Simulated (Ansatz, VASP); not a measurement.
One calculation of InP, two programs

```
In P
1.0
     0.00000    3.06944    2.93533
     3.06944    0.00000    2.93533
     3.06944    3.06944    0.00000
In P
1 1
Direct
  0.00000 0.00000 0.00000
  0.75000 0.75000 0.75000
```

Change from the starting cell: strain +0.030 along x and y, -0.015 along z, atoms carried along.

Alike in both runs: task single point; functional PBE; k mesh 10 × 10 × 10; occupations gaussian, width 0.05 eV; no spin polarisation.

|  | VASP | Ansatz |
| --- | --- | --- |
| version | VASP 6.6.1 | Ansatz 0.2.0 |
| potentials or method | VASP PAW PBE potentials, release 64 (In_d, P) | scalar-relativistic, plane waves, PAW |
| plane-wave cutoff (eV) | 520 | 420 |
| valence electrons in the cell | 18 | 18 |

Ansatz gave:

```
gap on the k mesh at the Fermi level (eV)       : 0.07
least direct gap on the mesh (eV)               : 0.07
pressure (GPa)                                  : -2.4
largest component of the traceless stress (GPa) : 1.15
```

**Question.** Estimate VASP's values.

**Answer.** gap on the k mesh at the Fermi level (eV): 0.07; least direct gap on the mesh (eV): 0.07; pressure (GPa): -2.4; largest component of the traceless stress (GPa): 1.14.

Caveats: spin-orbit coupling is left out, which moves the levels of the heavy elements.
